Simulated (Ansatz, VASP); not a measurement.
# One calculation of In, two programs

```
In
1.0
     2.84513    1.64264    5.38012
    -2.84513    1.64264    5.38012
     0.00000   -3.28527    5.38012
In
5
Direct
  0.34442 0.65558 0.00000
  0.00000 0.34442 0.65558
  0.65558 0.00000 0.34442
  0.16116 0.16116 0.16116
  0.83884 0.83884 0.83884
```

Alike in both runs: functional PBE; k mesh 9 × 9 × 9; occupations gaussian, width 0.1 eV; no spin polarisation.

Ansatz relaxed the structure, and its values are those at the end. VASP's run is a single point on that final structure, the one shown.

```csv
,VASP,Ansatz
version,VASP 6.6.1,Ansatz 0.2.0
potentials or method,"VASP PAW PBE potentials, release 64 (In_d)","scalar-relativistic, plane waves, PAW"
plane-wave cutoff (eV),520,420
valence electrons in the cell,65,65
```

|  | VASP | Ansatz | Ansatz less VASP |
| --- | --- | --- | --- |
| gap on the k mesh at the Fermi level (eV) | none | none | - |
| pressure (GPa) | 0.0 | 0.0 | +0.03 |

A gap of «none» marks a metal or a gap that the smearing closes. The functional is the same, so the differences come from potentials, cutoffs and numerics.
